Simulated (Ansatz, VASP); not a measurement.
# SiC (Moissanite 3C): VASP beside Ansatz

Aim: how closely do two programs agree when they are given the same cell, functional and k mesh? The cell is taken from a series of VASP runs on this material, whose earlier steps may have relaxed, scaled or displaced it; both programs get it as it stands.

Program: Ansatz 0.2.0. Level of theory: plane waves, with VASP 6.6.1 beside it; band structure at PBE0 and band structure at r2SCAN-EpsX with an exact-exchange share of 0.143. Results are calculated unless marked as measured.

**1. The starting structure**

Symmetry: F-43m, No. 216, cubic system. Conventional cell: a = 4.358 Å, b = 4.358 Å, c = 4.358 Å, α = 90.00°, β = 90.00°, γ = 90.00°. Si has 4 C at 1.89 Å nearest. Nearest to C lie 4 Si at 1.89 Å. Farther neighbours are not listed.

**2. Ansatz: band structure, PBE0**

Ansatz runs on its default PAW (the set named soft_2) files.

Levels along a path test the potential and the projectors away from the mesh points.

input.yaml

```yaml
crystal:
  lattice:
    - [0.0, 2.179, 2.179]
    - [2.179, 0.0, 2.179]
    - [2.179, 2.179, 0.0]
  atoms:
    - { symbol: Si, position: [0.0, 0.0, 0.0] }
    - { symbol: C, position: [0.75, 0.75, 0.75] }
hamiltonian:
  xc: pbe0
  pseudopotentials: { kind: paw }
kpoints:
  mp_grid: { grid: [6, 6, 6] }
  band_path:
    path:
      - [0.0, 0.0, 0.0]
      - [0.5, 0.0, 0.5]
      - [0.5, 0.22222, 0.72222]
      - [0.40278, 0.34722, 0.75]
      - [0.125, 0.125, 0.25]
      - [0.27778, 0.27778, 0.27778]
      - [0.55556, 0.38889, 0.55556]
      - [0.58333, 0.25, 0.66667]
      - [0.5, 0.30556, 0.69444]
      - [0.48611, 0.48611, 0.52778]
      - [0.625, 0.25, 0.625]
      - [0.5, 0.0, 0.5]
    npoints: 1
scf:
  occupations: { method: gaussian, width: 0.03 }
  n_extra_bands: 7
output:
  forces: true
  stress: true
  eigenvalues: true
```

Run with:

```console
> ansatz run input.yaml --threads 4 --pin off --max-ram 9216MiB --backend cpu --events-out ev --progress --plain --runs-dir out
```

Numbers of over 12 decimals in the logs are rounded to 6 here.

Log:

```text
Warning: output.stress: scf.convergence.dr2_threshold = 1e-7 eV (the SCF's general default) is looser than the 2e-10 eV advised for a printed stress (1e-10 eV for each atom of the cell: 2). What an SCF threshold leaves in a stress goes as its square root, and in the free energy as the threshold itself, and one threshold admits the most on a small cell: [figures from the program's tests cut] Set scf.convergence.dr2_threshold to 2e-10 eV or tighter. The threshold is an SCF's pass mark: one that does not reach it within its budget of iterations ends unconverged, or closes short of it on a stop that the run arms, and scf.convergence.dr2_threshold's page says what that costs each kind of run
Warning: output.stress: scf.exx.energy_threshold = 1e-6 eV is looser than the 2e-8 eV advised for a stress under a hybrid functional (1e-8 eV for each atom of the cell: 2). Every SCF of the exchange loop can meet its threshold on dr2 while the loop round them stops early: no threshold on dr2 bounds what that leaves in the stress. Set scf.exx.energy_threshold to 2e-8 eV or tighter. The threshold is the loop's pass mark: a loop that does not reach it within its budget of cycles ends unconverged, and scf.exx.energy_threshold's page has the law
scf.n_extra_bands = 7 over 4 filled bands (N_el = 8.0): the run solves 11 bands
Engine: ansatz 0.2.0, aarch64-unknown-linux-gnu
Pseudopotentials: kind: paw
Pseudopotential: Si, paw, valence charge 4, recommended cutoff 420 eV (normal), Si.paw.azcp
Pseudopotential: C, paw, valence charge 4, recommended cutoff 420 eV (normal), C.paw.azcp
Functional definition: PBE0
  parameter a = 0.25
  parameter kappa = 0.804
  parameter beta = 0.066725
  exchange = (1 - a)*pbe_x(kappa = kappa, mu = beta*pi^2/3) + a*exact_x
  correlation = pbe_c(beta = beta)
Crystal: 2 atoms, lattice volume = 20.692 Å³
Basis set: ecut = 420 eV, 411 PW (Γ), exchange–correlation on 48×48×48 points (8 copies of the dense FFT grid, shifted against one another)
Bands: 11, of which v1, the nominal top of the filled ones, is band 4 counted from 1 (3 counted from 0)
Symmetry: 24 space group operations
Space group: F-43m (ITA 216), of the structure as read, at distance tolerance 2.7e-5 Å
k-points: 16 of 216 (time reversal used)
Non-local potential: Si, projectors of the file, l = 0: 2, l = 1: 2, l = 2: 2
Non-local potential: C, projectors of the file, l = 0: 2, l = 1: 2, l = 2: 1
PAW form: soft (Blöchl's): semilocal exchange-correlation on the pseudo side does not see the compensation charge
PAW frozen core: Si, regenerated for the run's functional, and the local potential with it (the file was generated under x = pbe(κ = 0.804, μ = 0.219515), c = pbe(β = 0.066725))
PAW frozen core: C, regenerated for the run's functional, and the local potential with it (the file was generated under x = pbe(κ = 0.804, μ = 0.219515), c = pbe(β = 0.066725))
PAW one-centre angular grid: Si, 110 points (default); XC on 64 Gauss nodes
PAW one-centre angular grid: C, 110 points (default); XC on 64 Gauss nodes
Initial density: superposition of atomic densities (neutral atoms: chi_scale 0, normalization atom), corrected by the library's trained network
Initial wavefunctions: pseudopotential atomic-orbital guess
Functional: x = pbe(κ = 0.804, μ = 0.219515), c = pbe(β = 0.066725), warm-up for x = 0.75 pbe(κ = 0.804, μ = 0.219515) + 0.25 exact, c = pbe(β = 0.066725)
SCF iter   1: F=—  HF=-887.142679 eV  |F-HF|=—  |Δ(HF+E_count)|=         —  Δρ=1.50e-3  dr2=3.53e-4  ethr=1.77e-3  ⟨swp⟩=6.6  Hψ=857  notcnv=0
preconditioner: auto → none  [insulator: Δε(μ)=1.335 eV  Ē_g=17.559 eV  σ=0.030 eV  W_gap=1.00  n_scr=0 (ndim 8)  ℏωp=23.1 eV  f_vac=0.000  D(μ)=0.00/eV (n_scr^D=0)]
iter 2 solved again at ethr=2.70e-7 eV; its pass at ethr=4.42e-6 eV (dr2=2.16e-5 eV) is discarded
SCF iter   2: F=-887.142777 eV  HF=-887.142734 eV  |F-HF|=4.26e-5  |Δ(HF+E_count)|=   5.50e-5  Δρ=5.67e-4  dr2=2.25e-5  ethr=2.70e-7  ⟨swp⟩=2.2  Hψ=599  notcnv=0  defer=1
SCF 1 stopped early in 2 iterations: F = -887.142777 eV  dr2 = 2.25e-5
  greatest PAW one-centre occupation: 0.645 electrons in one spin orbital (limit 2), on the C atom at site 1 (counted from 0), in its partial waves of l = 0
Initial density: handed on by an earlier stage of this run
Initial wavefunctions: those handed on with the density
Functional: x = 0.75 pbe(κ = 0.804, μ = 0.219515) + 0.25 exact, c = pbe(β = 0.066725)
Frozen-core exchange: fock
SCF iter   1: F=—  HF=-888.013376 eV  |F-HF|=—  |Δ(HF+E_count)|=         —  Δρ=5.46e-3  dr2=3.83e-3  ethr=2.82e-6  ⟨swp⟩=7.2  Hψ=861  notcnv=0
preconditioner: auto → none  [insulator: Δε(μ)=2.911 eV  Ē_g=20.462 eV  σ=0.030 eV  W_gap=1.00  n_scr=0 (ndim 8)  ℏωp=23.1 eV  f_vac=0.000  D(μ)=0.00/eV (n_scr^D=0)]
SCF iter   2: F=—  HF=-888.011905 eV  |F-HF|=—  |Δ(HF+E_count)|=   1.47e-3  Δρ=2.55e-3  dr2=1.02e-3  ethr=2.82e-6  ⟨swp⟩=3.0  Hψ=370  notcnv=0
SCF iter   3: F=—  HF=-888.014772 eV  |F-HF|=—  |Δ(HF+E_count)|=   2.87e-3  Δρ=8.03e-4  dr2=1.52e-4  ethr=2.82e-6  ⟨swp⟩=3.2  Hψ=329  notcnv=0  defer=3
SCF iter   4: F=—  HF=-888.014729 eV  |F-HF|=—  |Δ(HF+E_count)|=   4.31e-5  Δρ=2.30e-4  dr2=1.80e-5  ethr=1.68e-6  ⟨swp⟩=2.6  Hψ=267  notcnv=0  defer=1
SCF iter   5: F=-888.014769 eV  HF=-888.014770 eV  |F-HF|=1.35e-6  |Δ(HF+E_count)|=   4.12e-5  Δρ=1.25e-4  dr2=3.19e-6  ethr=1.37e-7  ⟨swp⟩=3.0  Hψ=268  notcnv=0  defer=1
SCF 2 stopped early in 5 iterations: F = -888.014769 eV  dr2 = 3.19e-6
hybrid outer 1: dexx = +3.513e-3 eV, tail = 9.08e-6 eV
Frozen-core exchange: fock
SCF iter   1: F=—  HF=-888.014765 eV  |F-HF|=—  |Δ(HF+E_count)|=         —  Δρ=4.81e-5  dr2=5.14e-7  ethr=5.68e-7  ⟨swp⟩=5.2  Hψ=507  notcnv=0
preconditioner: auto → none  [insulator: Δε(μ)=2.954 eV  Ē_g=20.464 eV  σ=0.030 eV  W_gap=1.00  n_scr=0 (ndim 8)  ℏωp=23.1 eV  f_vac=0.000  D(μ)=0.00/eV (n_scr^D=0)]
SCF iter   2: F=—  HF=-888.014765 eV  |F-HF|=—  |Δ(HF+E_count)|=   1.54e-7  Δρ=8.76e-6  dr2=1.60e-8  ethr=6.34e-9  ⟨swp⟩=2.3  Hψ=246  notcnv=0
SCF iter   3: F=-888.014765 eV  HF=-888.014765 eV  |F-HF|=2.24e-9  |Δ(HF+E_count)|=   3.12e-8  Δρ=4.94e-6  dr2=3.71e-9  ethr=1.14e-10  ⟨swp⟩=3.5  Hψ=377  notcnv=0  defer=6
SCF 3 converged in 3 iterations: F = -888.014765 eV  dr2 = 3.71e-9
  Residual-converged pass: ⟨swp⟩=2.7  Hψ=257  notcnv=0  max |occ|·‖R‖ = 2.4e-6 eV (tolerance 2.4e-6 eV)  dr2=3.70e-9  dr2_onsite=8.12e-11  max |Δocc| = 0.0e0
hybrid outer 2: dexx = +5.633e-8 eV, tail = 8.60e-9 eV, Δε = 2.03e-3 eV (about 1.13e-4 eV left of the loop's levels)
NSCF: frozen V_eff on 12 k-points
hybrid SCF converged: 2 outer / 8 inner (+2 warm-up), last move |dexx| = 5.63e-8 eV, tail = 8.60e-9 eV
Stability not checked: this state was not tested for a lower state beside it, because the functional holds exact exchange (a hybrid, or Hartree-Fock), whose exchange loop this test does not read (fock_operator; see scf.lower_state_search)
Free energy (F): -888.014765 eV
Frozen-core exchange: fock
Harris-Foulkes:  -888.014765 eV  (|F-HF|=2.24e-9)
Internal energy: -888.014765 eV  (E = F + TS)
E sigma→0 (E₀):  -888.014765 eV
Fermi energy:    9.975547 eV
--- Per-component energies (eV) ---
  E_band       = 15.874634
  E_kinetic    = 135.779744
  E_local      = -103.391023  (includes V_loc(G=0)·N_el)
  E_nonlocal   = 50.555924
  E_hartree    = 32.186783
  E_xc         = -81.853343
  E_vxc        = -85.047189  (∫ρ·V_xc dr)
  E_exx        = -18.495042  (= α·E_x^exact, valence–valence)
  E_paw        = -617.940232  (= ΣΔE_a)
  E_vpaw       = -9.406766  (= ΣTr[D̂ρ^β])
  E_aug_tail   = 0.000011  (compensation charges beyond the density's cutoff)
  E_ewald      = -284.783780
  E_core_change = -0.073806  (= ΣΔE_core)
  E_smearing   = -0.000000  (= −TS)
  E_closure    = 0.000000  (closes the sum)
  Σ components = -888.014765   (vs F -888.014765, Δ=0.00e0)
--- Forces (eV/Å), atoms counted from 1 ---
  atom   1  Si    -0.00000000     0.00000000     0.00000000
  atom   2  C      0.00000000     0.00000000     0.00000000
  max |Σ_I F_I| component: 3.70e-17 eV/Å
--- Stress (GPa, compression-positive) ---
       -1.553086       0.000000      -0.000000
        0.000000      -1.553086       0.000000
        0.000000       0.000000      -1.553086
  P = ⅓ Tr σ = -1.5531 GPa (-15.531 kbar)
--- Band table (eV; the first three rows and the last of 16) ---
  k-point 0: bands = [-8.5326, 8.4991, 8.4991, 8.4991, 16.7636, 17.8435, 17.8435, 17.8435, ... 3 higher]
  k-point 1: bands = [-7.9464, 5.8961, 8.1395, 8.1395, 16.8361, 18.4144, 18.4144, 19.0376, ... 3 higher]
  k-point 2: bands = [-6.2895, 1.6772, 7.5705, 7.5705, 16.1352, 18.1891, 18.1891, 20.7191, ... 3 higher]
  k-point 15: bands = [-2.9379, 0.4803, 3.5537, 3.7423, 14.2668, 17.5787, 21.6792, 23.1233, ... 3 higher]
```

Elapsed: 9.2 s, on 4 threads of Arm Neoverse V2, shared host; peak memory 0.58 GiB; 33 s of CPU time.

**3. VASP: band structure, PBE0**

The same cell, functional, mesh and smearing now go to VASP, with its own data sets and cutoff.

Lines of VASP's logs that name or quote its potential files are left out, and so is its time.

The run reads the wave functions of an earlier VASP run, which isn't shown here.

INCAR

```
SYSTEM = SiC
PREC = Accurate
ENCUT = 460
EDIFF = 1E-06
NELM = 100
ISMEAR = 0
SIGMA = 0.03
LREAL = .FALSE.
ALGO = Normal
LHFCALC = .TRUE.
AEXX = 0.25
GGA = PE
LASPH = .TRUE.
NBANDS = 10
PRECFOCK = Fast
HFRCUT = -1
LORBIT = 11
LWAVE = .FALSE.
LCHARG = .FALSE.
KPAR = 4
```

POSCAR

```
SiC
1.0
    0.0000000000      2.1790000000      2.1790000000
    2.1790000000      0.0000000000      2.1790000000
    2.1790000000      2.1790000000      0.0000000000
Si C
1 1
Direct
    0.0000000000      0.0000000000      0.0000000000
    0.7500000000      0.7500000000      0.7500000000
```

KPOINTS

```
Automatic mesh
0
Gamma
6 6 6
0 0 0
```

KPOINTS_OPT

```
Line mode
10
Line-mode
Reciprocal
  0.00000000   0.00000000   0.00000000 GAMMA
  0.50000000   0.00000000   0.50000000 X

  0.50000000   0.00000000   0.50000000 X
  0.50000000   0.25000000   0.75000000 W

  0.50000000   0.25000000   0.75000000 W
  0.37500000   0.37500000   0.75000000 K

  0.37500000   0.37500000   0.75000000 K
  0.00000000   0.00000000   0.00000000 GAMMA

  0.00000000   0.00000000   0.00000000 GAMMA
  0.50000000   0.50000000   0.50000000 L

  0.50000000   0.50000000   0.50000000 L
  0.62500000   0.25000000   0.62500000 U

  0.62500000   0.25000000   0.62500000 U
  0.50000000   0.25000000   0.75000000 W

  0.50000000   0.25000000   0.75000000 W
  0.50000000   0.50000000   0.50000000 L

  0.50000000   0.50000000   0.50000000 L
  0.37500000   0.37500000   0.75000000 K

  0.62500000   0.25000000   0.62500000 U
  0.50000000   0.00000000   0.50000000 X
```

Potentials, in the order of the species: Si and C (PBE family, release 64).

Run with:

```console
> mpirun -np 4 vasp_std
```

Log:

```text
[banner, memory and clock lines left out]
running    4 mpi-ranks, on    1 nodes
 distrk:  each k-point on    1 cores,    4 groups
 distr:  one band on    1 cores,    1 groups

 POSCAR found type information on POSCAR SiC
 POSCAR found :  2 types and       2 ions
 LDA part: xc-table for (Slater+PW92), standard interpolation
 found WAVECAR, reading the header
 POSCAR, INCAR and KPOINTS ok, starting setup
 FFT: planning ... GRIDC
 FFT: planning ... GRID_SOFT
 FFT: planning ... GRID
 HFRCUT set to (new)   10.218542
 reading WAVECAR
 the WAVECAR file was read successfully
 initial charge from wavefunction
 entering main loop
       N       E                     dE             d eps       ncg     rms          rms(c)
DAV:   1    -0.184646343857E+02   -0.18465E+02   -0.80112E-01   320   0.651E+00    0.371E+00
DAV:   2    -0.184684750145E+02   -0.38406E-02   -0.12494E-02   384   0.841E-01    0.244E+00
DAV:   3    -0.184667910152E+02    0.16840E-02   -0.16755E-03   382   0.225E-01    0.142E+00
DAV:   4    -0.184663505152E+02    0.44050E-03   -0.48910E-04   338   0.115E-01    0.793E-01
DAV:   5    -0.184662027774E+02    0.14774E-03   -0.62462E-05   322   0.500E-02    0.443E-01
DAV:   6    -0.184661490830E+02    0.53694E-04   -0.18852E-05   330   0.354E-02    0.251E-01
DAV:   7    -0.184661320854E+02    0.16998E-04   -0.68640E-06   342   0.214E-02    0.142E-01
DAV:   8    -0.184661267083E+02    0.53771E-05   -0.18285E-06   298   0.113E-02    0.802E-02
DAV:   9    -0.184661250310E+02    0.16773E-05   -0.59393E-07   160   0.631E-03    0.459E-02
DAV:  10    -0.184661245700E+02    0.46094E-06   -0.26573E-07   160   0.435E-03
   1 F= -.18466125E+02 E0= -.18466125E+02  d E =-.230136E-15
 Start KPOINTS_OPT (optional k-point list driver)
k-point batch [1-16\100]
       N       E                     dE             ncg
DAV:   1     0.503057028267E+03   -0.33971E+04      320
DAV:   2     0.141664812156E+03   -0.36139E+03      424
DAV:   3     0.122927444012E+03   -0.18737E+02      400
DAV:   4     0.122754203314E+03   -0.17324E+00      400
DAV:   5     0.122752804613E+03   -0.13987E-02      422
DAV:   6     0.122752800263E+03   -0.43501E-05      400
DAV:   7     0.122752800246E+03   -0.17347E-07      386
[...]
k-point batch [97-100\100]
       N       E                     dE             ncg
DAV:   1     0.430953372769E+04   -0.14550E+04       96
DAV:   2     0.425585700192E+04   -0.53677E+02      104
DAV:   3     0.425474259433E+04   -0.11144E+01      118
DAV:   4     0.425473453568E+04   -0.80586E-02      104
DAV:   5     0.425473451750E+04   -0.18176E-04      118
DAV:   6     0.425473451747E+04   -0.32383E-07      120
```

From OUTCAR (step 3):

```text
ion  position               nearest neighbor table
   1  0.000  0.000  0.000-   2 1.89   2 1.89   2 1.89   2 1.89
   2  0.750  0.750  0.750-   1 1.89   1 1.89   1 1.89   1 1.89

  LATTYP: Found a face centered cubic cell.
 ALAT       =     4.3580000000

 Subroutine GETGRP returns: Found 24 space group operations
 (whereof 24 operations were pure point group operations)

The static configuration has the point symmetry T_d .

 Found     16 irreducible k-points:

   k-points           NKPTS =     16   k-points in BZ     NKDIM =    216   number of bands    NBANDS=     10

   dimension x,y,z NGX =    24 NGY =   24 NGZ =   24
   dimension x,y,z NGXF=    48 NGYF=   48 NGZF=   48

   ENCUT  =  460.0 eV  33.81 Ry    5.81 a.u.   5.39  5.39  5.39*2*pi/ulx,y,z

   NELECT =       8.0000    total number of electrons

 k-points in reciprocal lattice and weights: Automatic mesh
   0.00000000  0.00000000  0.00000000       0.005
   0.16666667  0.00000000  0.00000000       0.037
   0.33333333  0.00000000  0.00000000       0.037
   0.50000000  0.00000000  0.00000000       0.019
   0.16666667  0.16666667  0.00000000       0.028
   0.33333333  0.16666667  0.00000000       0.111
   0.50000000  0.16666667  0.00000000       0.111
  -0.33333333  0.16666667  0.00000000       0.111
  -0.16666667  0.16666667  0.00000000       0.056
[...]
-0.33333333  0.33333333  0.16666667       0.111
  -0.33333333  0.50000000  0.16666667       0.056

  exchange ACFDT corr.  =         0.00000000  see jH, gK, PRB 81, 115126

 average (electrostatic) potential at core
       1 -76.2883       2 -40.5117

 E-fermi :   7.2742

 k-point     1 :       0.0000    0.0000    0.0000
  band No.  band energies     occupation
      1      -9.9258      2.00000
      2       7.1165      2.00000
      3       7.1165      2.00000
      4       7.1165      2.00000
      5      15.4085      0.00000
      6      16.4523      0.00000
      7      16.4523      0.00000
      8      16.4523      0.00000
      9      23.9765      0.00000
    ...

 k-point     2 :       0.1667    0.0000    0.0000
  band No.  band energies     occupation
      1      -9.3389      2.00000
      2       4.5148      2.00000
      3       6.7546      2.00000
      4       6.7546      2.00000
      5      15.4634      0.00000
      6      17.0255      0.00000
      7      17.0255      0.00000
      8      17.6647      0.00000
      9      22.3253      0.00000
    ...

 k-point     3 :       0.3333    0.0000    0.0000
  band No.  band energies     occupation
      1      -7.6811      2.00000
      2       0.2883      2.00000
      3       6.1833      2.00000
      4       6.1833      2.00000
      5      14.7648      0.00000
      6      16.8105      0.00000
      7      16.8105      0.00000
      8      19.3587      0.00000
      9      23.7733      0.00000
    ...

  energy-cutoff  :      460.00
  volume of cell :       20.69
      direct lattice vectors                 reciprocal lattice vectors
     0.000000000  2.179000000  2.179000000    -0.229463056  0.229463056  0.229463056
     2.179000000  0.000000000  2.179000000     0.229463056 -0.229463056  0.229463056
     2.179000000  2.179000000  0.000000000     0.229463056  0.229463056 -0.229463056

 POSITION                                       TOTAL-FORCE (eV/Angst)
 -----------------------------------------------------------------------------------
      0.00000      0.00000      0.00000        -0.000000     -0.000000     -0.000000
      3.26850      3.26850      3.26850         0.000000      0.000000      0.000000
 -----------------------------------------------------------------------------------
    total drift:                               -0.000001      0.000000     -0.000000

  FREE ENERGIE OF THE ION-ELECTRON SYSTEM (eV)
  ---------------------------------------------------
  free  energy   TOTEN  =       -18.4661245700 eV

  energy  without entropy=      -18.4661245700  energy(sigma->0) =      -18.46612457

 total charge
# of ion       s       p       d       tot
------------------------------------------
    1        0.717   0.987   0.000   1.704
    2        0.838   1.714   0.000   2.552
--------------------------------------------------
tot          1.555   2.701   0.000   4.256

[... 3 further parts left out ...]
```

**4. Comparison**

Known differences besides the potentials themselves: exact exchange at q = 0 is treated differently, which shows on coarse meshes; VASP keeps PBE cores, Ansatz makes them for the functional; the cutoff is 420 eV in Ansatz and 460 eV in VASP; VASP takes a coarser grid for exact exchange (PRECFOCK = Fast). Total energies have different zeros and are not compared.

Compared:

```tsv
quantity	Ansatz	VASP	difference
gap over the path points (eV)	2.953	2.963	-0.010
```

Levels at points of the path, from each program's valence-band top (eV; 3 filled, then empty):

```tsv
k (reciprocal lattice)	Ansatz	VASP
0.000 0.000 0.000	0.00 0.00 0.00 8.26 9.34 9.34	0.00 0.00 0.00 8.29 9.34 9.34
0.500 0.000 0.500	-8.58 -3.51 -3.51 2.95 6.11 16.70	-8.59 -3.52 -3.52 2.96 6.12 16.72
0.500 0.222 0.722	-7.76 -5.42 -5.05 6.90 10.86 11.89	-7.77 -5.42 -5.06 6.91 10.87 11.90
0.403 0.347 0.750	-7.97 -6.03 -3.10 5.11 9.89 13.74	-7.98 -6.04 -3.10 5.12 9.90 13.76
0.125 0.125 0.250	-2.97 -1.62 -0.17 9.09 9.41 9.87	-2.97 -1.62 -0.17 9.09 9.41 9.86
0.278 0.278 0.278	-5.45 -0.76 -0.76 7.84 9.92 9.92	-5.46 -0.77 -0.77 7.85 9.92 9.92
0.556 0.389 0.556	-8.92 -3.29 -1.76 6.88 9.83 10.75	-8.93 -3.29 -1.77 6.89 9.84 10.76
0.583 0.250 0.667	-7.94 -5.99 -3.37 5.43 9.97 13.35	-7.95 -5.99 -3.38 5.44 9.98 13.36
0.500 0.306 0.694	-7.84 -5.62 -4.06 7.01 10.50 12.24	-7.85 -5.63 -4.06 7.02 10.51 12.25
0.486 0.486 0.528	-9.37 -1.33 -1.21 7.48 9.07 9.33	-9.38 -1.34 -1.21 7.49 9.08 9.34
```

Among the levels compared at these points, filled levels agree within 10 meV and empty ones within 27 meV.

[end of part 1 of 2]

[Lines on the potential files, build, host, timing and source positions are cut from VASP's logs without a mark.]

[Logs are printed without paths, hosts, clocks, repeated set-up lines and the standing remarks that a program may print on its own settings, such as how far it seeks lower states.]

[Hosts, paths, dates, database ids (printed as entryN), source tags and the programs' standing remarks are cut or masked in the printed files.]
